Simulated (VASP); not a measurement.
Runs of VASP 6.6.1 on I. Symmetry: I4/mmm, No. 139, tetragonal system. Conventional cell: a = 3.235 Å, b = 3.235 Å, c = 8.530 Å, α = 90.00°, β = 90.00°, γ = 90.00°. I (site symmetry 4/mmm) has 4 I at 3.23 Å as nearest neighbours. 

| cell | gap on the mesh (eV) | pressure (GPa) |
| --- | --- | --- |
| volume scaled by 0.94 | none | 1.8 |
| as given | none | 0.1 |
| volume scaled by 0.98 | none | 0.6 |
| volume scaled by 1.02 | none | (a) |

Alike in all rows: task single point; level PBE; potentials or basis VASP PAW PBE potentials, release 64 (I); no spin polarisation; k mesh 11 × 11 × 11; cutoff (eV) 520; smearing fermi-dirac 0.05 eV.

Problem. Estimate the missing entries.

Solution. (a) -0.3.

Caveats: an odd number of electrons without spin polarisation forces a metal; a magnetic or distorted state may lie lower.

A k mesh can miss the band edges, and the runs leave out spin-orbit coupling on I.

A gap of «none» marks a metal or a gap under the smearing width.
